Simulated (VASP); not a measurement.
Runs of VASP 6.6.1 on ZnO (zincite). The structure is hexagonal, space group P6_3mc (No. 186). The conventional cell has a = 3.194 Å, b = 3.194 Å, c = 5.164 Å, α = 90.00°, β = 90.00°, γ = 120.00°. Zn (site symmetry 3m) has 4 O at 1.95 Å as nearest neighbours. Around O (site symmetry 3m) lie 4 Zn at 1.95 Å. 

```csv
task,cell,gap on the mesh (eV),pressure (GPa)
relaxation of shape and atoms at fixed volume,atoms relaxed at fixed volume from: a relaxed cell with its volume scaled by 0.94,0.90,11.5
relaxation of shape and atoms at fixed volume,atoms relaxed at fixed volume from: a relaxed cell with its volume scaled by 1.02,0.77,-3.1
relaxation of shape and atoms at fixed volume,atoms relaxed at fixed volume from: a relaxed cell with its volume scaled by 0.98,(a),3.5
relaxation of cell and atoms,relaxed,0.80,0.0
relaxation of shape and atoms at fixed volume,atoms relaxed at fixed volume from: a relaxed cell with its volume scaled by 0.96,(b),7.3
```

Alike in all rows: level LDA; potentials or basis VASP PAW LDA potentials, release 64 (Zn, O); no spin polarisation; k mesh 9 × 9 × 5; cutoff (eV) 600; smearing gaussian 0.03 eV.

Q: Estimate the missing entries.

A: (a) 0.83; (b) 0.87.

Caveats: the relaxation stopped at its first step, so nothing moved.

